**Plane shares of the states just below the Fermi level in a ten-plane double-hcp Cu slab**

The table gives the share of each atomic plane in the 0.99 Kohn-Sham states per cell between −0.25 eV and the Fermi level, from plane-wave PAW calculations with PBE on a 24 × 24 mesh, lower half held. The program works out the evenness of the shares, their mirror-symmetric part, averages by stacking type, plane spacings and the number of mesh levels in each energy window. Its one parameter-free estimate divides the rms unevenness of a standing wave on a ten-plane chain (0.060) by the square root of the 29 irreducible levels. This gives 0.011, the same size as the table's rms scatter, and is meaningful as an order of magnitude only. The output shows near-even shares (9.88 effective planes of 10), a variance that is 83 % mirror-symmetric, no trend with stacking, and an excess in the relaxed upper half that the symmetric chain does not give.

Plane shares of the states from 0.25 eV below the Fermi level up to it, in a clean ten-plane Cu slab relaxed with its lower five planes held. Ansatz 0.2.0, scalar-relativistic PBE with plane waves and PAW, no spin polarisation, cutoff 420 eV, 24 × 24 × 1 k mesh, Gaussian smearing 0.1 eV. Every state is counted full; heights are measured from the top atom.

## The fit in Python

```python
# Table: share of each atomic layer in the Kohn-Sham states from -0.25 to 0 eV of a ten-layer
# double-hcp Cu slab (Ansatz 0.2.0, PBE, PAW, 420 eV, 24x24 mesh). Tested: evenness, mirror pattern,
# stacking, layer width, mesh counting, and one estimate of scatter from standing waves.
T = {
    'row': [1, 2, 3, 4, 5, 6, 7, 8, 9, 10],
    'plane_share': [0.109, 0.083, 0.109, 0.093, 0.086, 0.099, 0.106, 0.111, 0.089, 0.114],
    'plane_formula': ['Cu', 'Cu', 'Cu', 'Cu', 'Cu', 'Cu', 'Cu', 'Cu', 'Cu', 'Cu'],
    'plane_height': [-18.835, -16.769, -14.704, -12.638, -10.573, -8.452, -6.337, -4.225, -2.117, 0.0],  # angstrom
}
import numpy as np
s = np.array(T['plane_share'], float)
z = np.array(T['plane_height'], float)
N = len(s)
stack = 'BACABACABA'  # read from the fractional sites
typ = ['face'] + ['h' if stack[i-1] == stack[i+1] else 'c' for i in range(1, N-1)] + ['face']
# further outputs of the same run: z forces, windows, states, irreducible levels, vacuum density at 4 A
fz = [-0.13674, -0.071119, -0.022352, 0.0057845, 0.21818, 0.0032329, -0.0112, 0.011137, 0.042366, -0.039295]
win = [(-2, -1), (-1, -0.5), (-0.5, -0.25), (-0.25, 0), (0, 0.25), (0.25, 0.5), (0.5, 1), (1, 1.5)]
st = np.array([25.46875, 1.840278, 0.67708, 0.98958, 0.69792, 0.63542, 1.53125, 1.46875])
lev = [778, 53, 22, 29, 20, 20, 43, 44]
rho4 = np.array([1.8845e-05 - 1.0105e-05, 1.0105e-05, 1.5535e-05, 2.5352e-05 - 1.5535e-05])
d = np.diff(z)
print('row type share  share-0.100  spacing to next (A)  force z (eV/A)')
for i in range(N):
    g = f'{d[i]:.3f}' if i < N-1 else '  -  '
    print(f'{i+1:2d} {typ[i]:4s} {s[i]:.3f} {s[i]-0.1:+.3f}  {g}  {fz[i]:+.3f}')
dev = s - s.mean()
print(f'sum {s.sum():.3f}, mean {s.mean():.4f}, rms scatter {s.std():.4f}, rounding 0.0005')
print(f'range {s.min():.3f} to {s.max():.3f}, ratio {s.max()/s.min():.2f}; effective layers {s.sum()**2/(s**2).sum():.2f} of {N}')
print(f'row 10 - row 8 {s[9]-s[7]:+.3f}; row 10 - row 9 {s[9]-s[8]:+.3f}; row 1 - row 2 {s[0]-s[1]:+.3f}; row 1 - row 3 {s[0]-s[2]:+.3f}')
print('mirror pair means (1/10 ... 5/6):', ' '.join(f'{(s[i]+s[N-1-i])/2:.4f}' for i in range(5)))
print('upper minus lower in each pair:  ', ' '.join(f'{s[N-1-i]-s[i]:+.3f}' for i in range(5)))
sym = (dev + dev[::-1]) / 2
fsym = (sym**2).sum() / (dev**2).sum()
print(f'mirror-symmetric part of the variance {100*fsym:.0f} %')
print(f'rows 1-5 sum {s[:5].sum():.3f}, rows 6-10 sum {s[5:].sum():.3f}, ratio {s[5:].sum()/s[:5].sum():.3f}')
h = s[[t == 'h' for t in typ]]
c = s[[t == 'c' for t in typ]]
print(f'h layers mean {h.mean():.4f} ({h.min():.3f}-{h.max():.3f}); c layers mean {c.mean():.4f} ({c.min():.3f}-{c.max():.3f})')
print(f'mean spacing rows 1-5 {d[:4].mean():.3f} A, rows 5-10 {d[4:].mean():.3f} A, {100*(d[4:].mean()/d[:4].mean()-1):+.1f} %')
w = (d[:-1] + d[1:]) / 2
print(f'rows 6-9 over rows 2-5: layer width {w[4:].sum()/w[:4].sum():.3f}, share {s[5:9].sum()/s[1:5].sum():.3f}')
full = st * 24 * 24 / 2
print('window (eV), states, states per eV, irreducible levels, levels on full mesh')
for (a, b), x, l, f in zip(win, st, lev, full):
    print(f'{a:+.2f} to {b:+.2f}: {x:.3f}  {x/(b-a):.2f}  {l}  {f:.1f}')
one = 12 * 2 / 576
print(f'mean multiplicity in this window {full[3]/lev[3]:.1f}; a 12-fold level = {one:.4f} states = {100*one/st[3]:.1f} %')
nb = (st[2] + st[4]) / 2
print(f'excess over mean of adjacent windows {st[3]-nb:.3f} states = {(st[3]-nb)/one:.1f} such levels; ratio {st[3]/nb:.2f}')
av = st[1:].sum() / 2.5
print(f'mean from -1 to +1.5 eV {av:.2f} states per eV; this window {100*(st[3]/0.25/av-1):+.0f} %')
print('density 4 A above top, four 0.25 eV windows from -0.5 eV (1e-5 e/A^3):', ' '.join(f'{1e5*r:.2f}' for r in rho4))
print('same per state in the window (1e-5 per A^3):', ' '.join(f'{1e5*r:.2f}' for r in rho4 / st[2:6]))
j = np.arange(1, N+1)
modes = 2 / (N+1) * np.sin(np.outer(j, j) * np.pi / (N+1))**2
r1 = modes.std(axis=1).mean()
print(f'chain standing wave: shares {modes.min():.3f} to {modes.max():.3f}, rms unevenness {r1:.3f}; all modes averaged {modes.mean(axis=0).min():.3f} on every layer')
print(f'one 12-fold level moves a share by about {r1*one/st[3]:.4f}')
print(f'estimate for {lev[3]} independent levels {r1/np.sqrt(lev[3]):.3f}; table rms {s.std():.3f} (order of size only)')
assert np.all(np.abs(s - 0.1) < 0.02)
assert s[1] < min(s[0], s[2]) and s[8] < min(s[7], s[9]) and fsym > 0.5
assert abs(h.mean() - c.mean()) < s.std() / 2
assert np.all(np.abs(full - np.round(full)) < 0.01)
```

Output:

```
row type share  share-0.100  spacing to next (A)  force z (eV/A)
 1 face 0.109 +0.009  2.066  -0.137
 2 c    0.083 -0.017  2.065  -0.071
 3 h    0.109 +0.009  2.066  -0.022
 4 c    0.093 -0.007  2.065  +0.006
 5 h    0.086 -0.014  2.121  +0.218
 6 c    0.099 -0.001  2.115  +0.003
 7 h    0.106 +0.006  2.112  -0.011
 8 c    0.111 +0.011  2.108  +0.011
 9 h    0.089 -0.011  2.117  +0.042
10 face 0.114 +0.014    -    -0.039
sum 0.999, mean 0.0999, rms scatter 0.0108, rounding 0.0005
range 0.083 to 0.114, ratio 1.37; effective layers 9.88 of 10
row 10 - row 8 +0.003; row 10 - row 9 +0.025; row 1 - row 2 +0.026; row 1 - row 3 +0.000
mirror pair means (1/10 ... 5/6): 0.1115 0.0860 0.1100 0.0995 0.0925
upper minus lower in each pair:   +0.005 +0.006 +0.002 +0.013 +0.013
mirror-symmetric part of the variance 83 %
rows 1-5 sum 0.480, rows 6-10 sum 0.519, ratio 1.081
h layers mean 0.0975 (0.086-0.109); c layers mean 0.0965 (0.083-0.111)
mean spacing rows 1-5 2.066 A, rows 5-10 2.115 A, +2.4 %
rows 6-9 over rows 2-5: layer width 1.020, share 1.092
window (eV), states, states per eV, irreducible levels, levels on full mesh
-2.00 to -1.00: 25.469  25.47  778  7335.0
-1.00 to -0.50: 1.840  3.68  53  530.0
-0.50 to -0.25: 0.677  2.71  22  195.0
-0.25 to +0.00: 0.990  3.96  29  285.0
+0.00 to +0.25: 0.698  2.79  20  201.0
+0.25 to +0.50: 0.635  2.54  20  183.0
+0.50 to +1.00: 1.531  3.06  43  441.0
+1.00 to +1.50: 1.469  2.94  44  423.0
mean multiplicity in this window 9.8; a 12-fold level = 0.0417 states = 4.2 %
excess over mean of adjacent windows 0.302 states = 7.2 such levels; ratio 1.44
mean from -1 to +1.5 eV 3.14 states per eV; this window +26 %
density 4 A above top, four 0.25 eV windows from -0.5 eV (1e-5 e/A^3): 0.87 1.01 1.55 0.98
same per state in the window (1e-5 per A^3): 1.29 1.02 2.23 1.54
chain standing wave: shares 0.014 to 0.178, rms unevenness 0.060; all modes averaged 0.100 on every layer
one 12-fold level moves a share by about 0.0025
estimate for 29 independent levels 0.011; table rms 0.011 (order of size only)
```
